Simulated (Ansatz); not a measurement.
**C: H interstitial**

A defect calculation: H interstitial in C, supercell of 16 sites.

Computed with Ansatz 0.2.0 (DFT PBE, scalar-relativistic, plane waves, PAW, unless a step's input says otherwise).

## Step 1: The system as given

Symmetry: R-3m, No. 166, trigonal system. Conventional cell: a = 2.467 Å, b = 2.467 Å, c = 25.727 Å, α = 90.00°, β = 90.00°, γ = 120.00°. C (site symmetry 3m) has 3 C at 1.42 Å as nearest neighbours.

As a file:

```cif
data_structure
_symmetry_space_group_name_H-M 'P 1'
_symmetry_Int_Tables_number 1
_cell_length_a 8.6931
_cell_length_b 8.6931
_cell_length_c 8.6931
_cell_angle_alpha 16.312
_cell_angle_beta 16.312
_cell_angle_gamma 16.312
_cell_volume 45.18
loop_
_atom_site_label
_atom_site_type_symbol
_atom_site_fract_x
_atom_site_fract_y
_atom_site_fract_z
_atom_site_occupancy
C1 C 0.91756 0.91756 0.91756 1
C2 C 0.25089 0.25089 0.25089 1
C3 C 0.74911 0.74911 0.74911 1
C4 C 0.08244 0.08244 0.08244 1
```

It goes back to an entry of the Materials Project, which need not be the stable form.

It is the result of an earlier relaxation at this level (volume 11.30 Å³/atom; gap on the mesh: 0.07 eV).

The perfect supercell (rows -2 2 0; -2 0 2; -1 1 1 in vectors of this cell) was computed beforehand with the same settings: E(σ→0) = -4015.0569 eV for 16 atoms, gap 0.07 eV on its own mesh.

## Step 2: Setting up the defect

The extra atom is put at (0.500, 0.500, 0.500) of the supercell, the middle of a void of radius 2.59 Å. The other atoms start on their ideal sites. Its neighbours are 12 C at 2.59 Å.

## Step 3: Relaxation at the host's cell

The input, input.yaml:

```yaml
crystal:
  lattice:
    - [-4.9330325621, 0.0, 0.0]
    - [-2.4665162811, -4.2721315165, 0.0]
    - [-2.4665162811, -1.4240438388, 8.5756696909]
  atoms:
    - { symbol: C, position: [0.5824380711, 0.5824380711, 0.7526857867] }
    - { symbol: C, position: [0.0824380711, 0.5824380711, 0.7526857867] }
    - { symbol: C, position: [0.5824380711, 0.0824380711, 0.7526857867] }
    - { symbol: C, position: [0.0824380711, 0.0824380711, 0.7526857867] }
    - { symbol: C, position: [0.2491081506, 0.2491081506, 0.7526755483] }
    - { symbol: C, position: [0.7491081506, 0.2491081506, 0.7526755483] }
    - { symbol: C, position: [0.2491081506, 0.7491081506, 0.7526755483] }
    - { symbol: C, position: [0.7491081506, 0.7491081506, 0.7526755483] }
    - { symbol: C, position: [0.7508918494, 0.7508918494, 0.2473244517] }
    - { symbol: C, position: [0.2508918494, 0.7508918494, 0.2473244517] }
    - { symbol: C, position: [0.7508918494, 0.2508918494, 0.2473244517] }
    - { symbol: C, position: [0.2508918494, 0.2508918494, 0.2473244517] }
    - { symbol: C, position: [0.4175619289, 0.4175619289, 0.2473142133] }
    - { symbol: C, position: [0.9175619289, 0.4175619289, 0.2473142133] }
    - { symbol: C, position: [0.4175619289, 0.9175619289, 0.2473142133] }
    - { symbol: C, position: [0.9175619289, 0.9175619289, 0.2473142133] }
    - { symbol: H, position: [0.5, 0.5, 0.5] }
basis:
  ecutwfc: 420
  xc_grid: 2
kpoints:
  mp_grid: { grid: [6, 6, 6], shift: [0.0, 0.0, 0.0] }
hamiltonian:
  xc: pbe
scf:
  occupations: { method: gaussian, width: 0.1 }
output:
  forces: true
  stress: false
  eigenvalues: true
relax:
  adjacent_minimum: "off"
  f_tol: 0.025
  max_steps: 45
```

On the command line:

```
$ ansatz run input.yaml --threads 4 --pin off --max-ram 8192MiB --backend cpu --events-out ev --progress --plain --runs-dir out
```

What does the calculation give? Wanted: formation energy, neutral; nearest atoms after relaxation, one image of each, neutral.

The runs gave:

| quantity | value |
| --- | --- |
| formation energy, neutral | 3.05 eV |
| nearest atoms after relaxation, one image of each, neutral | 12 C at 2.77 Å |

What this shows: Forming the neutral defect takes 3.05 eV with the elements as reservoirs. Spin polarisation was off in the neutral run, so a moment could not show there. A cell of 16 sites leaves finite-size errors of tenths of an eV, or more where the defect fills or empties host bands. A distortion of lower symmetry was not tried.
